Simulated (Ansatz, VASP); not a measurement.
# Cross-check of Co (Co(0001)) between VASP and Ansatz, part 2 of 3

Wanted: the spread between two codes on one cell, functional and k mesh. The cell is taken from a series of runs on this material, whose earlier steps may have relaxed, scaled, displaced or heated it; both programs get it as it stands.

VASP 6.6.1 and Ansatz 0.2.0.

So far: Starting point; Ansatz: single point, PBE.

### Step 3. VASP: single point, PBE

Level of this step: PBE, spin-polarised from a ferromagnetic start; plane waves and PAW (Co) (VASP).

The same cell, functional, mesh and smearing now go to VASP, with its own data sets.

Lines of VASP's logs that name or quote its potential files are left out, and so is its time.

INCAR reads:

```
SYSTEM = Co
PREC = Accurate
ENCUT = 520
EDIFF = 1E-06
NELM = 200
ISMEAR = -1
SIGMA = 0.1
LREAL = .FALSE.
ALGO = Normal
GGA = PE
NBANDS = 50
ISPIN = 2
MAGMOM = 1.82 1.75 1.71 1.71 1.71 1.75 1.82
LASPH = .TRUE.
LMAXMIX = 4
LORBIT = 11
LWAVE = .FALSE.
LCHARG = .FALSE.
ISIF = 2
LDIPOL = .TRUE.
IDIPOL = 3
DIPOL = 0.5 0.5 0.5
LVHAR = .TRUE.
GGA_COMPAT = .FALSE.
NELMDL = -8
KPAR = 2
```

POSCAR reads:

```
Co
1.0
    2.5100000000      0.0000000000      0.0000000000
    1.2550000000      2.1737237635      0.0000000000
    0.0000000000      0.0000000000     30.2136600000
Co
7
Direct
    0.0000000000      0.0000000000      0.2978785093
    0.6666666667      0.6666666667      0.3652523395
    0.0000000000      0.0000000000      0.4326261698
    0.6666666667      0.6666666667      0.5000000000
    0.0000000000      0.0000000000      0.5673738302
    0.6666666667      0.6666666667      0.6347476605
    0.0000000000      0.0000000000      0.7021214907
```

KPOINTS reads:

```
Automatic mesh
0
Gamma
19 19 1
0 0 0
```

PAW data sets: Co (PBE family, release 64).

On the command line:

```console
> mpirun -np 2 vasp_std
```

Numbers of over 12 decimals in the logs are rounded to 6 here.

Log:

```text
[banner, memory and clock lines left out]
running    2 mpi-ranks, on    1 nodes
 distrk:  each k-point on    1 cores,    2 groups
 distr:  one band on    1 cores,    1 groups

 POSCAR found type information on POSCAR Co
 POSCAR found :  1 types and       7 ions
 LDA part: xc-table for (Slater+PW92), standard interpolation
 POSCAR, INCAR and KPOINTS ok, starting setup
 FFT: planning ... GRIDC
 FFT: planning ... GRID_SOFT
 FFT: planning ... GRID
 WAVECAR not read
 entering main loop
       N       E                     dE             d eps       ncg     rms          rms(c)
DAV:   1     0.487618096407E+03    0.48762E+03   -0.27205E+04  8000   0.139E+03
DAV:   2    -0.150596846009E+02   -0.50268E+03   -0.46867E+03  8000   0.309E+02
DAV:   3    -0.543853451266E+02   -0.39326E+02   -0.35891E+02  8556   0.123E+02
DAV:   4    -0.551564730676E+02   -0.77113E+00   -0.76870E+00  8848   0.191E+01
DAV:   5    -0.551780084160E+02   -0.21535E-01   -0.21534E-01 12206   0.206E+00
DAV:   6    -0.551782293470E+02   -0.22093E-03   -0.22093E-03 11798   0.235E-01
DAV:   7    -0.551782358767E+02   -0.65297E-05   -0.65300E-05 11944   0.364E-02
DAV:   8    -0.551782360339E+02   -0.15716E-06   -0.15719E-06  6710   0.634E-03    0.268E+01
DAV:   9    -0.756056716357E+02   -0.20427E+02   -0.11643E+02  9296   0.152E+02    0.544E+01
DAV:  10    -0.716525512267E+02    0.39531E+01   -0.13513E+02  9550   0.128E+02    0.490E+01
DAV:  11    -0.524286886132E+02    0.19224E+02   -0.39470E+01  9560   0.839E+01    0.337E+01
DAV:  12    -0.531977249918E+02   -0.76904E+00   -0.24939E+01  9896   0.905E+01    0.370E+01
DAV:  13    -0.480848475267E+02    0.51129E+01   -0.24778E+01  9456   0.609E+01    0.183E+01
DAV:  14    -0.504010671634E+02   -0.23162E+01   -0.15260E+01  9632   0.521E+01    0.294E+01
[...]
DAV:  42    -0.478427917533E+02   -0.82743E-04   -0.28339E-06  5932   0.196E-02    0.997E-03
DAV:  43    -0.478429440504E+02   -0.15230E-03   -0.43116E-06  6602   0.125E-02    0.114E-02
DAV:  44    -0.478429885898E+02   -0.44539E-04   -0.69397E-07  5650   0.835E-03    0.909E-03
DAV:  45    -0.478430257930E+02   -0.37203E-04   -0.67029E-07  5512   0.398E-03    0.666E-03
DAV:  46    -0.478430433740E+02   -0.17581E-04   -0.30479E-07  5194   0.495E-03    0.297E-03
DAV:  47    -0.478430459192E+02   -0.25452E-05   -0.10650E-07  5272   0.279E-03    0.159E-03
DAV:  48    -0.478430470932E+02   -0.11740E-05   -0.54695E-08  5078   0.181E-03    0.873E-04
DAV:  49    -0.478430480890E+02   -0.99577E-06   -0.35154E-08  5130   0.108E-03
   1 F= -.47843048E+02 E0= -.47719408E+02  d E =-.247280E+00  mag=    11.6529
```

OUTCAR, selected parts (step 3):

```text
ion  position               nearest neighbor table
   1  0.000  0.000  0.298-   2 2.50   2 2.50   2 2.50
   2  0.667  0.667  0.365-   1 2.50   1 2.50   1 2.50   3 2.50   3 2.50   3 2.50
   3  0.000  0.000  0.433-   4 2.50   4 2.50   4 2.50   2 2.50   2 2.50   2 2.50
   4  0.667  0.667  0.500-   3 2.50   5 2.50   3 2.50   5 2.50   3 2.50   5 2.50
   5  0.000  0.000  0.567-   4 2.50   4 2.50   4 2.50   6 2.50   6 2.50   6 2.50
   6  0.667  0.667  0.635-   7 2.50   7 2.50   7 2.50   5 2.50   5 2.50   5 2.50
   7  0.000  0.000  0.702-   6 2.50   6 2.50   6 2.50

  LATTYP: Found a hexagonal cell.
 ALAT       =     2.5100000000
 C/A-ratio  =    12.0373147410

 Subroutine GETGRP returns: Found 12 space group operations
 (whereof 12 operations were pure point group operations)

The static configuration has the point symmetry D_3h.

 Found     40 irreducible k-points:

   k-points           NKPTS =     40   k-points in BZ     NKDIM =     40   number of bands    NBANDS=     50

   dimension x,y,z NGX =    20 NGY =   20 NGZ =  240
   dimension x,y,z NGXF=    40 NGYF=   40 NGZF=  480

   ENCUT  =  520.0 eV  38.22 Ry    6.18 a.u.   4.67  4.67 56.18*2*pi/ulx,y,z

   NELECT =      63.0000    total number of electrons

 k-points in reciprocal lattice and weights: Automatic mesh
   0.00000000  0.00000000  0.00000000       0.003
   0.05263158  0.00000000  0.00000000       0.017
   0.10526316  0.00000000  0.00000000       0.017
   0.15789474  0.00000000  0.00000000       0.017
   0.21052632  0.00000000  0.00000000       0.017
   0.26315789 -0.00000000  0.00000000       0.017
   0.31578947  0.00000000  0.00000000       0.017
   0.36842105  0.00000000  0.00000000       0.017
   0.42105263  0.00000000  0.00000000       0.017
[...]
-0.36842105  0.26315789  0.00000000       0.017
  -0.36842105  0.31578947  0.00000000       0.017

 dipolmoment           0.000000      0.000000      0.000000 electrons x Angstroem

 average (electrostatic) potential at core
       1 -86.3401       2 -86.4482       3 -86.3978       4 -86.3985       5 -86.3978
       6 -86.4482       7 -86.3401

 E-fermi :   2.1451

 spin component 1
 k-point     1 :       0.0000    0.0000    0.0000
  band No.  band energies     occupation
    ...
     38       1.1733      0.99994
     39       1.1733      0.99994
     40       1.2383      0.99988
     41       1.2383      0.99988
     42       1.8373      0.95597
     43       2.2526      0.25441
     44       6.7388      0.00000
     45       6.8813      0.00000
     46       7.5909      0.00000
     47       8.5144      0.00000
    ...

 k-point     2 :       0.0526    0.0000    0.0000
  band No.  band energies     occupation
    ...
     37       1.0890      0.99997
     38       1.1133      0.99997
     39       1.1791      0.99994
     40       1.2483      0.99987
     41       1.4358      0.99917
     42       2.1828      0.40690
     43       2.6401      0.00703
     44       6.8232      0.00000
     45       6.9691      0.00000
     46       7.6716      0.00000
    ...

 k-point     3 :       0.1053    0.0000    0.0000
  band No.  band energies     occupation
    ...
     37       1.0896      0.99997
     38       1.1939      0.99993
     39       1.2739      0.99984
     40       1.2960      0.99979
     41       1.9062      0.91599
     42       2.8070      0.00133
     43       3.3955      0.00000
     44       7.0747      0.00000
     45       7.2327      0.00000
     46       7.9115      0.00000
    ...

 k-point     4 :       0.1579    0.0000    0.0000
  band No.  band energies     occupation
    ...
     36       1.0246      0.99999
     37       1.0903      0.99997
     38       1.2124      0.99991
     39       1.3064      0.99977
     40       1.5872      0.99624
     41       2.4434      0.04817
     42       3.5241      0.00000
     43       4.2851      0.00000
     44       7.4867      0.00000
     45       7.6716      0.00000
    ...

 k-point     5 :       0.2105    0.0000    0.0000
  band No.  band energies     occupation
    ...
     36       1.0952      0.99997
     37       1.2000      0.99992
     38       1.2317      0.99989
     39       1.3383      0.99969
     40       1.9457      0.88012
     41       3.0298      0.00014
     42       4.3039      0.00000
     43       5.2624      0.00000
     44       8.0450      0.00000
     45       8.2855      0.00000
    ...

 k-point     6 :       0.2632   -0.0000    0.0000
  band No.  band energies     occupation
    ...
     35       0.9436      0.99999
     36       1.1167      0.99997
     37       1.2543      0.99986
     38       1.3660      0.99959
     39       1.4297      0.99922
     40       2.3760      0.09032
     41       3.6715      0.00000
     42       5.1354      0.00000
     43       6.3130      0.00000
     44       8.7189      0.00000
    ...

  Total       -3.8778469     -3.8778469     -3.2059972      0.0000000      0.0000000      0.0000000
  in kB      -37.6894529    -37.6894529    -31.1596315      0.0000000      0.0000000      0.0000000
  external PRESSURE =     -35.5128458 kB  Pullay stress =       0.0000000 kB

  energy-cutoff  :      520.00
  volume of cell :      164.85
      direct lattice vectors                 reciprocal lattice vectors
     2.510000000  0.000000000  0.000000000     0.398406375 -0.230020028  0.000000000
     1.255000000  2.173723763  0.000000000     0.000000000  0.460040055  0.000000000
     0.000000000  0.000000000 30.213660000     0.000000000  0.000000000  0.033097612

 POSITION                                       TOTAL-FORCE (eV/Angst)
 -----------------------------------------------------------------------------------
      0.00000      0.00000      9.00000         0.000000      0.000000      0.469374
      2.51000      1.44915     11.03561        -0.000000     -0.000000     -0.356579
      0.00000      0.00000     13.07122        -0.000000      0.000000      0.090167
      2.51000      1.44915     15.10683        -0.000000      0.000000      0.000000
      0.00000      0.00000     17.14244        -0.000000      0.000000     -0.090167
      2.51000      1.44915     19.17805        -0.000000     -0.000000      0.356579
      0.00000      0.00000     21.21366         0.000000      0.000000     -0.469374
 -----------------------------------------------------------------------------------
    total drift:                               -0.000000     -0.000000      0.000000

  FREE ENERGIE OF THE ION-ELECTRON SYSTEM (eV)
  ---------------------------------------------------
  free  energy   TOTEN  =       -47.8430480890 eV

  energy  without entropy=      -47.5957683164  energy(sigma->0) =      -47.71940820

 vacuum level on the upper side and lower side of the slab         7.099         7.099

 total charge
# of ion       s       p       d       tot
------------------------------------------
    1        0.471   0.386   7.217   8.074
    2        0.476   0.500   7.247   8.223
    3        0.479   0.502   7.248   8.229
    4        0.479   0.502   7.247   8.227
    5        0.479   0.502   7.248   8.229
    6        0.476   0.500   7.247   8.223
    7        0.471   0.386   7.217   8.074
--------------------------------------------------
tot          3.332   3.276  50.671  57.279

 magnetization (x)
# of ion       s       p       d       tot
------------------------------------------
    1       -0.010  -0.041   1.812   1.761
    2       -0.015  -0.053   1.753   1.684
    3       -0.014  -0.053   1.711   1.644
    4       -0.014  -0.054   1.718   1.650
    5       -0.014  -0.053   1.711   1.644
    6       -0.015  -0.053   1.753   1.684
    7       -0.010  -0.041   1.812   1.761
--------------------------------------------------
tot         -0.091  -0.349  12.268  11.829

[... 6 further parts left out ...]
```

The magnetic state follows from one typed start and may not be the lowest.

### Step 4. Side by side

Known differences besides the potentials themselves: VASP starts from the moments at which Ansatz ended; the data sets hold 119 valence electrons in Ansatz (on its default PAW (the set named soft_2) files) and 63 in VASP; the cutoff is 420 eV in Ansatz and 520 eV in VASP; site moments are counted in spheres of each program's own size. Total energies have different zeros and are not compared.

Compared:

```csv
quantity,Ansatz,VASP,difference
total moment (μB),11.73,11.65,+0.08
moment on Co1 (μB),1.82,1.76,+0.06
moment on Co7 (μB),1.82,1.76,+0.06
moment on Co6 (μB),1.75,1.68,+0.06
moment on Co2 (μB),1.75,1.68,+0.06
moment on Co4 (μB),1.71,1.65,+0.06
moment on Co3 (μB),1.71,1.64,+0.06
moment on Co5 (μB),1.71,1.64,+0.06
"work function, lower of the two faces (eV)",4.98,4.95,+0.03
"work function, higher of the two faces (eV)",4.98,4.95,+0.03
```

With vacuum in the cell, a pressure given here is an average over mostly empty space and none of the material.

### Step 5. Ansatz: single point, PBEsol

A single point gives forces, pressure and levels at one fixed geometry, so differences don't come from the geometry; what else differs is listed under the comparison.

The cell is taken from a series of runs on this material, whose earlier steps may have relaxed, scaled, displaced or heated it; both programs get it as it stands.

input.yaml reads:

```yaml
crystal:
  lattice:
    - [2.51, 0.0, 0.0]
    - [1.255, 2.1737237635, 0.0]
    - [0.0, 0.0, 30.21366]
  atoms:
    - { symbol: Co, position: [0.0, 0.0, 0.2978785093], spin: 1.7 }
    - { symbol: Co, position: [0.6666666667, 0.6666666667, 0.3652523395], spin: 1.7 }
    - { symbol: Co, position: [0.0, 0.0, 0.4326261698], spin: 1.7 }
    - { symbol: Co, position: [0.6666666667, 0.6666666667, 0.5], spin: 1.7 }
    - { symbol: Co, position: [0.0, 0.0, 0.5673738302], spin: 1.7 }
    - { symbol: Co, position: [0.6666666667, 0.6666666667, 0.6347476605], spin: 1.7 }
    - { symbol: Co, position: [0.0, 0.0, 0.7021214907], spin: 1.7 }
magnetization:
  spin_polarized: true
kpoints:
  mp_grid: { grid: [19, 19, 1] }
hamiltonian:
  xc: pbesol
scf:
  occupations: { method: fermi_dirac, width: 0.1 }
  convergence: { dr2_threshold: 1.0e-09 }
efield:
  axis: 3
  dipole_correction: true
  ramp_position: 0.97
  ramp_width: 0.06
output:
  write_potential: true
  write_density: true
  volumetric_format: npy
```

On the command line:

```console
> ansatz run input.yaml --threads 4 --pin off --max-ram 6144MiB --backend cpu --events-out ev --progress --plain --runs-dir out
```

Log:

```text
[...]
Crystal: 7 atoms, lattice volume = 164.847 Å³
Basis set: ecut = 420 eV, 3239 PW (Γ)
Bands: 79, of which v1, the nominal top of the filled ones, is band 60 counted from 1 (59 counted from 0)
Symmetry: 6 space group operations
k-points: 40 of 361 (time reversal used)
[...]
k-point 1 ↑: bands = [... 56 lower, 4.0760, 4.1858, 4.1919, 4.4478, 4.4547, 4.5820, 4.6857, 4.6871, ... 15 higher]
  k-point 2 ↑: bands = [... 56 lower, 3.9527, 4.0583, 4.1612, 4.2559, 4.4012, 4.4231, 4.6500, 4.6725, ... 15 higher]
  k-point 39 ↓: bands = [... 56 lower, 6.6218, 6.7530, 6.7960, 6.8441, 6.8800, 6.9392, 6.9457, 10.6548, ... 15 higher]
[key lines of the parts left out:]
SCF converged after 17 iterations
Magnetization: 11.7191 μB (65.3596 up, 53.6404 down)
Free energy (F): -35649.037661 eV
Fermi energy:    5.871537 eV
Dipole field:    D = -0.000004 V/Å  (p = -0.000004 e·Å, saw-weighted, corrected)
Work function:   Φ+ = 5.1064 eV   Φ− = 5.1062 eV
```

### Step 6. VASP: single point, PBEsol

The same cell, functional, mesh and smearing now go to VASP, with its own data sets.

INCAR, as its differences from that of step 3:

```diff
@@ -9,6 +9,6 @@
 ALGO = Normal
-GGA = PE
+GGA = PS
 NBANDS = 50
 ISPIN = 2
-MAGMOM = 1.82 1.75 1.71 1.71 1.71 1.75 1.82
+MAGMOM = 1.81 1.74 1.7 1.7 1.7 1.74 1.81
 LASPH = .TRUE.
```

POSCAR is that of step 3.

KPOINTS is that of step 3.

On the command line:

```console
> mpirun -np 2 vasp_std
```

Log:

```text
[banner, memory and clock lines left out]
running    2 mpi-ranks, on    1 nodes
[...]
|                                                                             |
|               ----> ADVICE to this user running VASP <----                  |
|                                                                             |
|     You enforced a specific xc type in the INCAR file but a different       |
|     [... a line on the potential file left out ...]
|     I HOPE YOU KNOW WHAT YOU ARE DOING!                                     |
|                                                                             |

 LDA part: xc-table for (Slater+PW92), standard interpolation
 POSCAR, INCAR and KPOINTS ok, starting setup
[...]
entering main loop
       N       E                     dE             d eps       ncg     rms          rms(c)
DAV:   1     0.486126611861E+03    0.48613E+03   -0.27156E+04  8000   0.139E+03
DAV:   2    -0.203628090124E+02   -0.50649E+03   -0.47216E+03  8000   0.310E+02
DAV:   3    -0.602757364884E+02   -0.39913E+02   -0.36450E+02  8556   0.124E+02
DAV:   4    -0.610623670661E+02   -0.78663E+00   -0.78409E+00  8882   0.193E+01
[...]
DAV:  44    -0.522379313201E+02   -0.36185E-05   -0.26850E-08  5216   0.168E-03    0.636E-04
DAV:  45    -0.522379323726E+02   -0.10525E-05   -0.18864E-08  5092   0.162E-03    0.523E-04
DAV:  46    -0.522379328388E+02   -0.46620E-06   -0.10923E-08  5016   0.107E-03
   1 F= -.52237933E+02 E0= -.52113478E+02  d E =-.248911E+00  mag=    11.6471
```

Parts of OUTCAR (step 6):

```text
  Total       -8.4863446     -8.4863446     -7.2207911      0.0000000     -0.0000000      0.0000000
  in kB      -82.4802244    -82.4802244    -70.1800948      0.0000000     -0.0000000      0.0000000
  external PRESSURE =     -78.3801812 kB  Pullay stress =       0.0000000 kB

 POSITION                                       TOTAL-FORCE (eV/Angst)
 -----------------------------------------------------------------------------------
      0.00000      0.00000      9.00000        -0.000000     -0.000000      0.793477
      2.51000      1.44915     11.03561         0.000000      0.000000     -0.348813
      0.00000      0.00000     13.07122         0.000000     -0.000000      0.088925
      2.51000      1.44915     15.10683         0.000000     -0.000000      0.000000
      0.00000      0.00000     17.14244        -0.000000     -0.000000     -0.088925
      2.51000      1.44915     19.17805         0.000000      0.000000      0.348813
      0.00000      0.00000     21.21366        -0.000000      0.000000     -0.793477
 -----------------------------------------------------------------------------------
    total drift:                               -0.000000     -0.000000      0.000000

  FREE ENERGIE OF THE ION-ELECTRON SYSTEM (eV)
  ---------------------------------------------------
  free  energy   TOTEN  =       -52.2379328388 eV

  energy  without entropy=      -51.9890223322  energy(sigma->0) =      -52.11347759

 magnetization (x)
# of ion       s       p       d       tot
------------------------------------------
    1       -0.010  -0.038   1.805   1.757
    2       -0.015  -0.050   1.742   1.678
    3       -0.013  -0.050   1.700   1.637
    4       -0.014  -0.050   1.707   1.643
    5       -0.013  -0.050   1.700   1.637
    6       -0.015  -0.050   1.742   1.678
    7       -0.010  -0.038   1.805   1.757
--------------------------------------------------
tot         -0.090  -0.326  12.201  11.786

[... 2 parts as in an earlier step ...]

[... 1 further part left out ...]
[key lines of the parts left out:]
E-fermi :   1.9948
```

The PAW data sets were made with PBE, which is usual practice but a small mismatch for other functionals.

### Step 7. Differences

What differs besides the data sets and the points named for the pairs above, as far as they apply: the data sets hold 119 valence electrons in Ansatz (on its default PAW (the set named soft_2) files) and 63 in VASP; Ansatz makes its cores anew for this functional, VASP keeps those of its PBE data sets. Total energies have different zeros and are not compared.

Compared:

```csv
quantity,Ansatz,VASP,difference
total moment (μB),11.72,11.65,+0.07
moment on Co1 (μB),1.81,1.76,+0.05
moment on Co7 (μB),1.81,1.76,+0.05
moment on Co6 (μB),1.74,1.68,+0.06
moment on Co2 (μB),1.74,1.68,+0.06
moment on Co4 (μB),1.70,1.64,+0.06
moment on Co3 (μB),1.70,1.64,+0.06
moment on Co5 (μB),1.70,1.64,+0.06
"work function, lower of the two faces (eV)",5.11,5.08,+0.03
"work function, higher of the two faces (eV)",5.11,5.08,+0.03
```

With vacuum in the cell, a pressure given here is an average over mostly empty space and none of the material.

(Part 2 of 3 ends here.)

[Lines on the potential files, build, host, timing and source positions are cut from VASP's logs without a mark.]

[Logs are printed without paths, hosts, clocks, repeated set-up lines and the standing remarks that a program may print on its own settings, such as how far it seeks lower states.]

[Hosts, paths, dates, database ids (printed as entryN), source tags and the programs' standing remarks are cut or masked in the printed files.]
